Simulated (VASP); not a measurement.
The system is TaN.

```xyz
2
Lattice="2.9380 0.0000 0.0000 -1.4690 2.5444 0.0000 0.0000 0.0000 2.8830" Properties=species:S:1:pos:R:3 pbc="T T T"
Ta    0.0000    0.0000    1.4415
N     1.4690    0.8481    0.0000
```

| Quantity | Value |
| --- | --- |
| Program | VASP 6.6.1 |
| Task | relaxation of cell and atoms |
| Functional | BLYP |
| Dispersion | D4 |
| Potentials or basis | VASP PAW PBE potentials, release 54 (Ta_pv, N) |
| Cutoff | 600 eV |
| k mesh | 10 × 10 × 9 |
| Occupations | gaussian, width 0.01 eV |
| Spin | no spin polarisation |

At the start: pressure 8.2 GPa; volume 10.78 Å³/atom.

Task: Where does the relaxation end?

Result: Over 3 steps the energy falls by 7.0 meV/atom and the volume is 11.03 Å³/atom (+2.4 %); space group P-6m2 (No. 187, to 0.05 Å).

The path:
```csv
step,energy change (eV),largest force (eV/Å),pressure (GPa),volume (Å³)
1,0.0000,0.0000,8.23,21.55
2,-0.0103,0.0000,3.98,21.81
3,-0.0140,0.0000,0.12,22.06
```

Final structure:
```
Ta N
1.0
     2.95935    0.00000    0.00000
    -1.47968    2.56288    0.00000
     0.00000    0.00000    2.90837
Ta N
1 1
Direct
  0.00000 0.00000 0.50000
  0.66667 0.33333 0.00000
```

Caveat: the PAW data sets were made with another functional, which shifts forces and pressure a little; pairwise dispersion overbinds metals, which lowers pressure and volume.
